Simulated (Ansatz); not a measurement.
GaN (4H polytype) at its r2SCAN geometry, run in Ansatz 0.2.0 at 3 levels of theory. The cell comes from a prototype generator: it can be a known phase or a hypothetical one. Spin polarisation is off.

The LDA input:
```yaml
crystal:
  lattice:
    - [3.1816940577, 0.0, 0.0]
    - [-1.5908470288, 2.7554278811, 0.0]
    - [0.0, 0.0, 10.3772901642]
  atoms:
    - { symbol: Ga, position: [0.0, 0.0, -0.0003613162] }
    - { symbol: Ga, position: [0.3333333333, 0.6666666667, 0.2499322511] }
    - { symbol: Ga, position: [0.0, 0.0, 0.4996386838] }
    - { symbol: Ga, position: [0.6666666667, 0.3333333333, 0.7499322511] }
    - { symbol: "N", position: [0.0, 0.0, 0.1876438573] }
    - { symbol: "N", position: [0.3333333333, 0.6666666667, 0.4377852078] }
    - { symbol: "N", position: [0.0, 0.0, 0.6876438573] }
    - { symbol: "N", position: [0.6666666667, 0.3333333333, 0.9377852078] }
kpoints:
  mp_grid: { grid: [12, 12, 4] }
  band_path:
    path:
      - [0.0, 0.0, 0.0]
      - [0.5, 0.0, 0.0]
      - [0.3333333333, 0.3333333333, 0.0]
      - [0.0, 0.0, 0.5]
      - [0.5, 0.0, 0.5]
      - [0.3333333333, 0.3333333333, 0.5]
    npoints: 1
hamiltonian:
  xc: lda
scf:
  occupations: { method: fixed }
  n_extra_bands: 6
output:
  forces: true
  stress: true
  eigenvalues: true
  write_density: true
  write_potential: true
  elf: true
  volumetric_format: npy
```

Main results, then, where recorded, the levels near the gap in eV from the Fermi energy (columns number the bands from 0), one row a point of the path (Γ, M, K, A, L, H):
```
Crystal: 8 atoms, lattice volume = 90.977 Å³
Symmetry: 12 space group operations
Space group: P63mc (ITA 186)
```
```
Basis set: ecut = 420 eV, 1787 PW (Γ)
Bands: 42, of which v1, the nominal top of the filled ones, is band 36 counted from 1 (35 counted from 0)
k-points: 57 of 576 (time reversal used)
Free energy (F): -16328.314563 eV
Fermi energy:    9.382909 eV
--- Forces (eV/Å), atoms counted from 1 ---
  atom   1  Ga      0.00000      0.00000      0.00958
  atom   2  Ga      0.00000      0.00000    -0.00370
  atom   3  Ga      0.00000      0.00000      0.00958
  atom   4  Ga      0.00000      0.00000    -0.00370
  atom   5  N       0.00000      0.00000    -0.00558
  atom   6  N       0.00000      0.00000    -0.00029
  atom   7  N       0.00000      0.00000    -0.00558
  atom   8  N       0.00000      0.00000    -0.00029
--- Stress (GPa, compression-positive) ---
       -5.481925       0.000000       0.000000
        0.000000      -5.481925       0.000000
        0.000000       0.000000      -5.340181
  P = ⅓ Tr σ = -5.4347 GPa (-54.347 kbar)
```
```tsv
band_33	band_34	band_35	band_36	band_37	band_38
-0.021	0.000	0.000	1.854	3.977	4.289
-1.886	-1.304	-1.001	3.690	3.978	5.245
-2.206	-2.206	-1.511	5.855	5.855	6.316
-0.163	-0.163	-0.163	2.997	2.997	4.405
-1.908	-1.303	-1.303	4.301	4.301	5.059
-2.231	-1.961	-1.961	5.414	5.414	7.086
```

The LDA gap is direct at Γ: 1.85 eV.

Q: In the first input these blocks are replaced (the band path and keys that only write files left aside):
```yaml
hamiltonian:
  xc: r2scan
```
What comes out?

A:
```
Basis set: ecut = 500 eV, 2311 PW (Γ)
Bands: 42, of which v1, the nominal top of the filled ones, is band 36 counted from 1 (35 counted from 0)
k-points: 57 of 576 (time reversal used)
Free energy (F): -16705.522610 eV
Fermi energy:    9.477080 eV
--- Forces (eV/Å), atoms counted from 1 ---
  atom   1  Ga      0.00000      0.00000    -0.00014
  atom   2  Ga      0.00000      0.00000      0.00037
  atom   3  Ga      0.00000      0.00000    -0.00014
  atom   4  Ga      0.00000      0.00000      0.00037
  atom   5  N       0.00000      0.00000    -0.00010
  atom   6  N       0.00000      0.00000    -0.00010
  atom   7  N       0.00000      0.00000    -0.00010
  atom   8  N       0.00000      0.00000    -0.00010
--- Stress (GPa, compression-positive) ---
       -0.011649       0.000000       0.000000
        0.000000      -0.011649       0.000000
        0.000000       0.000000       0.002587
  P = ⅓ Tr σ = -0.0069 GPa (-0.069 kbar)
```
```tsv
band_33	band_34	band_35	band_36	band_37	band_38
-0.019	0.000	0.000	2.256	4.530	4.852
-1.924	-1.319	-1.018	4.234	4.563	5.918
-2.228	-2.228	-1.540	6.466	6.466	7.026
-0.165	-0.165	-0.165	3.434	3.434	5.045
-1.915	-1.324	-1.324	4.863	4.863	5.703
-2.254	-1.991	-1.991	6.027	6.027	7.847
```
With r2SCAN the gap is 2.26 eV and direct, at Γ. The mean stress is close to zero (-0.01 GPa).

PBE0. Against the first input these blocks differ (the band path and keys that only write files left aside):
```yaml
kpoints:
  mp_grid: { grid: [6, 6, 2] }
hamiltonian:
  xc: pbe0
```

```
Basis set: ecut = 420 eV, 1787 PW (Γ)
Bands: 42, of which v1, the nominal top of the filled ones, is band 36 counted from 1 (35 counted from 0)
k-points: 14 of 72
hybrid outer 1: dexx = +4.804e-2 eV, tail = 1.52e-4 eV
hybrid outer 2: dexx = +2.521e-6 eV, tail = 6.99e-8 eV, Δε = 3.40e-3 eV, ΔF = 3.21e-4 eV/Å
Free energy (F): -16674.022845 eV
Fermi energy:    8.548165 eV
--- Forces (eV/Å), atoms counted from 1 ---
  atom   1  Ga      0.00000      0.00000    -0.01577
  atom   2  Ga      0.00000      0.00000      0.00302
  atom   3  Ga      0.00000      0.00000    -0.01577
  atom   4  Ga      0.00000      0.00000      0.00302
  atom   5  N       0.00000      0.00000      0.00963
  atom   6  N       0.00000      0.00000      0.00309
  atom   7  N       0.00000      0.00000      0.00963
  atom   8  N       0.00000      0.00000      0.00309
--- Stress (GPa, compression-positive) ---
       -0.140244       0.000000       0.000000
        0.000000      -0.140244       0.000000
        0.000000       0.000000      -0.334393
  P = ⅓ Tr σ = -0.2050 GPa (-2.050 kbar)
```
```tsv
band_33	band_34	band_35	band_36	band_37	band_38
-0.011	0.000	0.000	3.788	6.156	6.492
-2.025	-1.391	-1.076	5.691	6.046	7.531
-2.351	-2.351	-1.612	7.968	7.968	8.643
-0.178	-0.178	-0.178	4.983	4.983	6.671
-2.022	-1.399	-1.399	6.333	6.333	7.300
-2.378	-2.102	-2.102	7.513	7.513	9.557
```

The PBE0 gap is direct at Γ: 3.79 eV. The mean stress, -0.2 GPa, is small, and the program warns that its thresholds are loose for a hybrid's stress.

The hybrids run on coarser meshes, which limits their stresses and small splittings of levels.

Totals of different functionals can't be compared.

The meshes of the hybrids are coarse, so their gaps aren't converged to the digits shown.
